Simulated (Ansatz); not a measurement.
**Si (Fm-3m): an equation of state far from equilibrium**

An exercise on one series of results from a longer session: the logs are not shown, and one member is left open.

Method: DFT PBEsol, scalar-relativistic, plane waves, PAW, in Ansatz 0.2.0.

**Starting point**

Symmetry: Fm-3m, No. 225, cubic system. Conventional cell: a = 3.830 Å, b = 3.830 Å, c = 3.830 Å, α = 90.00°, β = 90.00°, γ = 90.00°. Around Si (site symmetry m-3m) lie 12 Si at 2.71 Å.

As a file:

```xyz
1
Lattice="0.0000 1.9148 1.9148 1.9148 0.0000 1.9148 1.9148 1.9148 0.0000" Properties=species:S:1:pos:R:3 pbc="T T T"
Si    0.0000    0.0000    0.0000
```

This cell comes from an earlier session at PBEsol: 14.040 Å³/atom at 0.00 GPa, on a 20×20×20 mesh.

The first run:

input.yaml reads:

```yaml
crystal:
  lattice:
    - [0.0, 1.8888775189, 1.8888775189]
    - [1.8888775189, 0.0, 1.8888775189]
    - [1.8888775189, 1.8888775189, 0.0]
  atoms:
    - { symbol: Si, position: [0.0, 0.0, 0.0] }
basis:
  ecutwfc: 420
  ecutrho_ratio: 4
kpoints:
  mp_grid: { grid: [20, 20, 20] }
hamiltonian:
  xc: pbesol
scf:
  occupations: { method: gaussian, width: 0.05 }
output:
  forces: true
  stress: true
  eigenvalues: true
```

Run with:

```console
$ ansatz run input.yaml --threads 1 --pin off --max-ram 2560MiB --backend cpu --events-out ev --progress --plain --runs-dir out
```

Steps of the session up to this table: Volume × 0.96; Volume × 1.04; Volume × 0.92; Volume × 0.88; Volume × 0.84; Volume × 0.8; Volume × 0.76; Volume × 0.72; Volume × 0.68; Volume × 0.64.

One of the session's tables, all rows but one given; the rest of the session is left out.

```
volume (Å³/atom)  energy above the lowest (meV/atom)  pressure (GPa)
           8.986                              1131.6           107.0
           9.547                               804.6            80.7
          10.109                               559.4            60.5
          10.670                                   ?               ?
          11.232                               239.4            33.5
          11.794                               140.5            23.3
          12.355                                71.4            15.4
          12.917                                29.1             9.0
          13.478                                 6.7             4.0
          14.040                                 0.0             0.0
          14.602                                 5.9            -3.3
```

Estimate the missing values for volume (Å³/atom) = 10.670.

Worked estimate for «energy above the lowest (meV/atom)». A straight line through the neighbours (10.109, 559.4) and (11.232, 239.4) gives 559.4 + (239.4 − 559.4) × (10.670 − 10.109) / (11.232 − 10.109) = 399.5; a parabola fitted to 4 rows on both sides gives 375.2.

As computed: energy above the lowest (meV/atom): 376.1; pressure (GPa): 45.0. In «energy above the lowest (meV/atom)» the line misses by +23.4 and the parabola by -0.9.

Limits of these values: The k mesh is not the same at all volumes. Other structures may be lower in enthalpy at these pressures.
